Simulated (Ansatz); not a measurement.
AlRu:

```
Ru Al
1.0
     2.99160    0.00000    0.00000
     0.00000    2.99160    0.00000
     0.00000    0.00000    2.99160
Ru Al
1 1
Direct
  0.50000 0.50000 0.50000
  0.00000 0.00000 0.00000
```

| Item | Value |
| --- | --- |
| Program | Ansatz 0.2.0 |
| Task | relaxation of cell and atoms |
| Functional | BLYP |
| Potentials or basis | Ansatz PAW |
| Cutoff | 420 eV (not typed: the program's choice for these potentials) |
| k mesh | 9 × 9 × 9 |
| Occupations | fermi-dirac, width 0.05 eV |
| Spin | no spin polarisation |

At the start: volume 13.39 Å³/atom.

Problem. How do energy, volume and symmetry change on relaxing?

Solution. It ends after 5 steps and the volume is 14.00 Å³/atom (+4.6 %); space group Pm-3m (No. 221, to 0.05 Å).

The path:
| step | energy change (eV) | largest force (eV/Å) | volume (Å³) |
| --- | --- | --- | --- |
| 1 | 0.0000 | 0.0000 | 26.77 |
| 2 | -0.0320 | 0.0000 | 28.25 |
| 3 | -0.0332 | 0.0000 | 28.02 |
| 4 | -0.0332 | 0.0000 | 28.01 |
| 5 | -0.0338 | 0.0000 | 28.01 |

Final structure:
```yaml
crystal:
  lattice:
    - [3.03678, 0.00000, 0.00000]
    - [0.00000, 3.03678, 0.00000]
    - [0.00000, 0.00000, 3.03678]
  atoms:
    - { symbol: Ru, position: [0.50000, 0.50000, 0.50000] }
    - { symbol: Al, position: [0.00000, 0.00000, 0.00000] }
```

Caveat: the plane-wave basis is chosen anew once the cell has moved, so the energies of steps on either side of that aren't comparable; the PAW data sets come from PBE, with cores solved anew for the run's functional, which leaves a small shift of forces and pressure.
